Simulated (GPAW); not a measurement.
# EuS (Fm-3m) in GPAW: reference runs

How does EuS come out in PBE? The cell is run as given.

All numbers are computed with GPAW 26.7.0; they aren't measurements. Logs are shortened: lines on timing, memory, paths and dates and some standing lists are left out, and cuts for length are marked. The log counts tension as positive stress, the text compression.

**Measured values to compare with.**

“Crystal-field mediated electronic transitions of EuS up to 35 GPa”, 2022, pmc:8786971 reports, for a powder of EuS at 300 K: band gap 1.72 eV (optical).

How close the calculation comes is told below.

### Step 1. Starting point

It takes space group Fm-3m (No. 225, cubic). The conventional cell has a = 5.957 Å, b = 5.957 Å, c = 5.957 Å, α = 90.00°, β = 90.00°, γ = 90.00°. Eu (site symmetry m-3m) is surrounded by 6 S at 2.98 Å. S (site symmetry m-3m) is surrounded by 6 Eu at 2.98 Å.

### Step 2. Single point, PBE, collinear spin, ferromagnetic start

run.py reads:

```python
from ase import Atoms
from ase.dft.bandgap import bandgap
from ase.io import write
from ase.units import Bohr, GPa
from gpaw import GPAW, PW
from gpaw.elf import elf_from_dft_calculation

atoms = Atoms(['Eu', 'S'],
              cell=[[0.0, 2.9785, 2.9785],
                    [2.9785, 0.0, 2.9785],
                    [2.9785, 2.9785, 0.0]],
              scaled_positions=[[0.0, 0.0, 0.0],
                                [0.5, 0.5, 0.5]],
              pbc=True)
atoms.set_initial_magnetic_moments([7.0, 0.0])

calc = GPAW(mode=PW(800),
            xc='PBE',
            kpts={'size': (8, 8, 8), 'gamma': True},
            occupations={'name': 'fermi-dirac', 'width': 0.05},
            nbands=25,
            convergence={'density': 1e-05, 'energy': 1e-05},
            maxiter=150,
            txt='gpaw.txt')
atoms.calc = calc
energy = atoms.get_potential_energy()
forces = atoms.get_forces()
stress = atoms.get_stress()
calc.write('gs.gpw')
write('result.traj', atoms)
print(f'Energy: {energy:.6f} eV')
print('Forces (eV/A):')
print(forces.round(4))
print('Stress (GPa):', (stress / GPa).round(3))
print('Moments:', calc.get_magnetic_moments().round(3))
print('Fermi level:', round(calc.get_fermi_level(), 4), 'eV')
print(f'Gap: {bandgap(calc)[0]:.4f} eV, direct: {bandgap(calc, direct=True)[0]:.4f} eV')

# fields on the real-space grid
write('density.cube', atoms, data=calc.get_pseudo_density() * Bohr**3)
write('potential.cube', atoms, data=calc.get_electrostatic_potential())
write('spin.cube', atoms, data=(calc.get_pseudo_density(spin=0) - calc.get_pseudo_density(spin=1)) * Bohr**3)
write('elf.cube', atoms, data=elf_from_dft_calculation(calc).data)
```

Potentials or basis: GPAW PAW data sets (gpaw-data 1.2.1), pw.

Command:

```bash
$ OMP_NUM_THREADS=1 python run.py
```

gpaw.txt:

```text
__  _  _
 | _ |_)|_||  |
 |__||  | ||/\| - 26.7.0

Input parameters:
  mode=PW(ecut=800.0),
  convergence={'density': 1e-05, 'energy': 1e-05},
  kpts=MonkhorstPack(size=(8, 8, 8), gamma=True),
  maxiter=150,
  nbands=25,
  occupations=Occupations(name='fermi-dirac', width=0.05),
  xc=XC(name='PBE')

Diagonalizing LCAO Hamiltonian
Converting LCAO to pw mode

                S

       Eu

Atoms  # Å, Bohr magnetons
|   | symbol |        x |        y |        z |    initial magnetic moments |
|---|--------|----------|----------|----------|-----------------------------|
| 0 |     Eu | 0.000000 | 0.000000 | 0.000000 | ( 0.0000,  0.0000,  7.0000) |
| 1 |      S | 2.978500 | 2.978500 | 2.978500 | ( 0.0000,  0.0000,  0.0000) |

Unit cell  # Å
| periodic |        x |        y |        z |  lengths |    angles |
|----------|----------|----------|----------|----------|-----------|
|      yes | 0.000000 | 2.978500 | 2.978500 | 4.212235 | 60.000000 |
|      yes | 2.978500 | 0.000000 | 2.978500 | 4.212235 | 60.000000 |
|      yes | 2.978500 | 2.978500 | 0.000000 | 4.212235 | 60.000000 |

Number of symmetries: 48
Symmetry operations  # r_c * U_cc + t_c -> r_c
|    | kind |            matrix            |
|----|------|------------------------------|
|  0 |  σ   |  1, 0, 0,  1, 0,-1,  1,-1, 0 |
|  1 |  C2  |  1, 0, 0,  1,-1, 0,  1, 0,-1 |
|  2 |  E   |  1, 0, 0,  0, 1, 0,  0, 0, 1 |
|  3 |  σ   |  1, 0, 0,  0, 0, 1,  0, 1, 0 |
|  4 |  C4  |  1, 0,-1,  1, 0, 0,  1,-1, 0 |
|  5 |  S6  |  1, 0,-1,  1,-1, 0,  1, 0, 0 |
|  6 |  σ   |  1, 0,-1,  0, 1,-1,  0, 0,-1 |
|  7 |  C3  |  1, 0,-1,  0, 0,-1,  0, 1,-1 |
|  8 |  S6  |  1,-1, 0,  1, 0, 0,  1, 0,-1 |
|  9 |  C4  |  1,-1, 0,  1, 0,-1,  1, 0, 0 |
| 10 |  C3  |  1,-1, 0,  0,-1, 1,  0,-1, 0 |
| 11 |  σ   |  1,-1, 0,  0,-1, 0,  0,-1, 1 |
| 12 |  σ   |  0, 1, 0,  1, 0, 0,  0, 0, 1 |
| 13 |  C4  |  0, 1, 0,  0, 1,-1, -1, 1, 0 |
| 14 |  C3  |  0, 1, 0,  0, 0, 1,  1, 0, 0 |
| 15 |  S6  |  0, 1, 0, -1, 1, 0,  0, 1,-1 |
| 16 |  C2  |  0, 1,-1,  1, 0,-1,  0, 0,-1 |
| 17 |  σ   |  0, 1,-1,  0, 1, 0, -1, 1, 0 |
| 18 |  S4  |  0, 1,-1,  0, 0,-1,  1, 0,-1 |
| 19 |  C4  |  0, 1,-1, -1, 1, 0,  0, 1, 0 |
| 20 |  C3  |  0, 0, 1,  1, 0, 0,  0, 1, 0 |
| 21 |  σ   |  0, 0, 1,  0, 1, 0,  1, 0, 0 |
| 22 |  S6  |  0, 0, 1,  0,-1, 1, -1, 0, 1 |
| 23 |  C4  |  0, 0, 1, -1, 0, 1,  0,-1, 1 |
| 24 |  S4  |  0, 0,-1,  1, 0,-1,  0, 1,-1 |
| 25 |  C3  |  0, 0,-1,  0, 1,-1,  1, 0,-1 |
| 26 |  C2  |  0, 0,-1,  0,-1, 0, -1, 0, 0 |
| 27 |  S6  |  0, 0,-1, -1, 0, 0,  0,-1, 0 |
| 28 |  S4  |  0,-1, 1,  1,-1, 0,  0,-1, 0 |
| 29 |  C4  |  0,-1, 1,  0, 0, 1, -1, 0, 1 |
| 30 |  C2  |  0,-1, 1,  0,-1, 0,  1,-1, 0 |
| 31 |  σ   |  0,-1, 1, -1, 0, 1,  0, 0, 1 |
| 32 |  C3  |  0,-1, 0,  1,-1, 0,  0,-1, 1 |
| 33 |  S6  |  0,-1, 0,  0, 0,-1, -1, 0, 0 |
| 34 |  S4  |  0,-1, 0,  0,-1, 1,  1,-1, 0 |
| 35 |  C2  |  0,-1, 0, -1, 0, 0,  0, 0,-1 |
| 36 |  C2  | -1, 1, 0,  0, 1, 0,  0, 1,-1 |
| 37 |  S6  | -1, 1, 0,  0, 1,-1,  0, 1, 0 |
| 38 |  S4  | -1, 1, 0, -1, 0, 1, -1, 0, 0 |
| 39 |  C3  | -1, 1, 0, -1, 0, 0, -1, 0, 1 |
| 40 |  S6  | -1, 0, 1,  0, 0, 1,  0,-1, 1 |
| 41 |  C2  | -1, 0, 1,  0,-1, 1,  0, 0, 1 |
| 42 |  C3  | -1, 0, 1, -1, 1, 0, -1, 0, 0 |
| 43 |  S4  | -1, 0, 1, -1, 0, 0, -1, 1, 0 |
| 44 |  C2  | -1, 0, 0,  0, 0,-1,  0,-1, 0 |
| 45 |  i   | -1, 0, 0,  0,-1, 0,  0, 0,-1 |
| 46 |  σ   | -1, 0, 0, -1, 1, 0, -1, 0, 1 |
| 47 |  C2  | -1, 0, 0, -1, 0, 1, -1, 1, 0 |

BZ-sampling:
  Number of BZ points: 512
  Number of IBZ points: 29

  Monkhorst-Pack size: [8, 8, 8]
  Monkhorst-Pack shift: [0.0625, 0.0625, 0.0625]

K-points  # in reciprocal-cell coordinates
|     |                                coordinates |     weight |
|-----|--------------------------------------------|------------|
|   0 | (  0.00000000,   0.00000000,   0.00000000) | 0.00195312 |
|   1 | (  0.12500000,   0.12500000,   0.00000000) | 0.01171875 |
|   2 | (  0.12500000,   0.12500000,   0.12500000) | 0.01562500 |
|   3 | (  0.25000000,   0.12500000,   0.12500000) | 0.02343750 |
|   4 | (  0.25000000,   0.25000000,   0.00000000) | 0.01171875 |
|   5 | (  0.25000000,   0.25000000,   0.12500000) | 0.04687500 |
|   6 | (  0.25000000,   0.25000000,   0.25000000) | 0.01562500 |
|   7 | (  0.37500000,   0.25000000,  -0.37500000) | 0.04687500 |
|   8 | (  0.37500000,   0.25000000,   0.12500000) | 0.04687500 |
|   9 | (  0.37500000,   0.25000000,   0.25000000) | 0.04687500 |
| ... |                                            |            |
|  28 | (  0.50000000,   0.50000000,   0.50000000) | 0.00781250 |

Plane wave coefficients: 2733
Cutoff: 800.0 eV

Spin-components: 2 (collinear spins)
Bands:           25
Projectors:      13
Spin-degeneracy: 1
Datatype:        complex128

Parallelization:
  kpt:    1
  domain: 1
  band:   1

Density:
  Valence electrons: 23.0
  Components: 2
  Grid points: [28 28 28]
  Charge: 0.0  # |e|

Potential:
  Grid points: [28 28 28]

species:
  Eu:
    name:    Europium
    Z:       63.0
    valence: 17
    core:    46
    charge:  0.0  # [|e|]
    compensation charges:
      type: gauss
      rc: 0.35  # [Å]
      lmax: 2
    cutoffs:
      filter: 1.17  # [Å]
      core: 1.91  # [Å]
    projectors
    | kind |    occ | energy [eV] | rcut [Å] |
    |------|--------|-------------|----------|
    |   5s |  2.000 |     -44.666 |    1.164 |
    |   6s |  2.000 |      -3.623 |    1.164 |
    |   5p |  6.000 |     -23.775 |    1.164 |
    |   6p |  0.000 |      -1.197 |    1.164 |
    |   5d |  0.000 |      -1.557 |    1.164 |
    |   4f |  7.000 |      -2.712 |    1.164 |
    |    d |        |      25.654 |    1.164 |
    |    f |        |      24.500 |    1.164 |

    Using partial waves for Eu as LCAO basis

  S:
    name:    Sulfur
    Z:       16.0
    valence: 6
    core:    10
    charge:  0.0  # [|e|]
    compensation charges:
      type: gauss
      rc: 0.24  # [Å]
      lmax: 2
    cutoffs:
      filter: 1.77  # [Å]
      core: 1.66  # [Å]
    projectors
    | kind |    occ | energy [eV] | rcut [Å] |
    |------|--------|-------------|----------|
    |   3s |  2.000 |     -17.254 |    0.974 |
    |   3p |  4.000 |      -7.008 |    0.979 |
    |    s |        |       9.957 |    0.974 |
    |    p |        |      20.203 |    0.979 |
    |    d |        |       0.000 |    0.900 |

    Using partial waves for S as LCAO basis

Reference energy: -305938.431509  # eV

eigensolver:
  PPCG
  Converge bands: occupied
  niter=2

density mixing:
  MSR1-Mixer
  Pratt-step length: 0.05
  Maximum mixing coefficient: 0.75
  Old densities: 10
  SVD Regularization: 0.005
  Good broyden scale: 1.0
  Trust region scale: 1.0
  Backstep threshold: 4.0
  History deletion threshold: 6.0
  Fourier metric: weight=20.0, sigma=0.015

occupation numbers:
  Fermi-Dirac:
    width: 0.0500  # eV

poisson solver:
  ecut: 6400.0  # eV

xc functional:
  name: PBE with 2 nearest neighbor stencil

convergence criteria:
- Maximum integral of absolute [dens]ity change: 1e-05 electrons / valence electron
- Maximum [total energy] change in last 3 cyles: 1e-05 eV / valence electron
- Maximum integral of absolute [eigenst]ate change: 4e-08 eV^2 / valence electron
maximum number of iterations: 150

SCF iterations
|iter     | |      energy | eigst |  dens |  magmom |
|---------|-|-------------|-------|-------|---------|
|iter:   1| |  -19.354755 | -0.47 |       |  +7.0100|
|iter:   2| |  -18.597327 | -1.61 | -0.84 |  +6.9676|
|iter:   3| |  -18.444825 | -2.36 | -1.16 |  +6.9561|
|iter:   4| |  -18.368100 | -1.90 | -1.30 |  +6.9446|
|iter:   5| |  -18.362437 | -3.60 | -1.38 |  +6.9389|
|iter:   6| |  -18.343707 | -2.73 | -1.48 |  +6.9343|
|iter:   7| |  -18.357595 | -2.75 | -1.85 |  +6.9596|
|iter:   8| |  -18.349175 | -3.50 | -1.80 |  +6.9815|
|iter:   9| |  -18.347665 | -3.70 | -2.15 |  +6.9921|
|iter:  10| |  -18.347744 | -5.18 | -2.80 |  +6.9884|
|iter:  11| |  -18.347829c| -5.70 | -3.08 |  +6.9822|
|iter:  12| |  -18.347850c| -6.81 | -3.89 |  +6.9814|
|iter:  13| |  -18.347852c| -7.83c| -4.46 |  +6.9813|
|iter:  14| |  -18.347852c| -8.04c| -4.90 |  +6.9812|
|iter:  15| |  -18.347852c| -8.69c| -5.44c|  +6.9812|

Converged in 15 steps
Energy contributions relative to reference atoms: (reference = -305938.431509)

Energy contributions:
  Kinetic:          15.352832
  Coulomb:         -14.766933
  Zero:              0.148331
  External:          0.000000
  Xc:              -19.076992
  Entropy:          -0.010180
  Spinorbit:         0.000000
  ----------------------------
  Free energy:     -18.352942
  Extrapolated:    -18.347852

dipole moment: (-33.022468, -33.022468, -33.022468)  # |e|*Ang

Total magnetic moment: (0.000000, 0.000000, 6.981168)

Local magnetic moments
|        x |        y |         z |
|----------|----------|-----------|
| 0.000000 | 0.000000 |  6.614613 |  # Eu   0
| 0.000000 | 0.000000 | -0.058243 |  # S    1

Fermi level: 8.066
Eigenvalues  # (at kpt = [0.000, 0.000, 0.000])
| band index |      eig [eV] | occ [0-1] |      eig [eV] | occ [0-1] |
|------------|---------------|-----------|---------------|-----------|
|          0 |       -33.409 |     1.000 |       -30.321 |     1.000 |
|        ... |               |           |               |           |
|          2 |       -12.126 |     1.000 |        -9.822 |     1.000 |
|          3 |       -12.126 |     1.000 |        -9.822 |     1.000 |
|          4 |        -5.428 |     1.000 |        -5.420 |     1.000 |
|          5 |         5.288 |     1.000 |         5.436 |     1.000 |
|          6 |         5.288 |     1.000 |         5.436 |     1.000 |
|          7 |         5.288 |     1.000 |         5.436 |     1.000 |
|          8 |         7.620 |     1.000 |         9.471 |     0.000 |
|          9 |         7.792 |     0.996 |         9.903 |     0.000 |
|         10 |         7.792 |     0.996 |         9.903 |     0.000 |
|         11 |         7.792 |     0.996 |         9.903 |     0.000 |
|         12 |         8.089 |     0.385 |        10.789 |     0.000 |
|         13 |         8.089 |     0.385 |        10.789 |     0.000 |
|         14 |         8.089 |     0.385 |        11.977 |     0.000 |
|         15 |         8.862 |     0.000 |        12.537 |     0.000 |
|         16 |         9.148 |     0.000 |        12.537 |     0.000 |
|         17 |         9.148 |     0.000 |        12.537 |     0.000 |
|        ... |               |           |               |           |
|         24 |        20.566 |     0.000 |        21.306 |     0.000 |

No gap
No difference between direct/indirect transitions

Forces  # eV/Ang
|       x |        y |        z |
|---------|----------|----------|
| 0.00000 | -0.00000 | -0.00000 |  # Eu   0
| 0.00000 | -0.00000 | -0.00000 |  # S    1

Stress tensor  # eV/Ang^3
|        x |         y |         z |
|----------|-----------|-----------|
| 0.015041 |  0.000000 |  0.000000 |
| 0.000000 |  0.015041 | -0.000000 |
| 0.000000 | -0.000000 |  0.015041 |

# Writing to gs.gpw (mode='')
```

Wall time 2.1 min (1 thread of Arm Neoverse V1, shared host); peak memory 0.28 GiB.

Results:

```
Free energy            : -18.3529 eV
Pressure               : -2.4 GPa
Band gap on the k mesh : none (metal or under the smearing width)
Net moment             : 6.98 μB per cell
Site moments           : Eu +6.61; S -0.06 μB
```

Caveat: one-centre terms of the f shell are cut off; spin-orbit coupling is left out, which moves the levels of the heavy elements; a cell with one magnetic atom can't hold antiferromagnetic order, which such compounds often take; without U or exact exchange the open f shell lies at the Fermi level, which spoils levels, moments and volumes.

### Step 3. Comparison with measurements

Step 2. A measured gap of EuS is 1.72 eV (optical; 300 K; powder; “Crystal-field mediated electronic transitions of EuS up to 35 GPa”, 2022, pmc:8786971); the calculated 0.00 eV misses it by -1.72 eV. So large a miss can be the level of theory's own, or it may mean another phase, state or a wrong row. Spin-orbit coupling on Eu is left out. The value is that of PBE on a finite k mesh, which can miss the band edges, without temperature or zero-point motion. Semilocal functionals fall short of measured gaps as a rule. The run's magnetic order (collinear spin, ferromagnetic start) needn't be the measured crystal's.
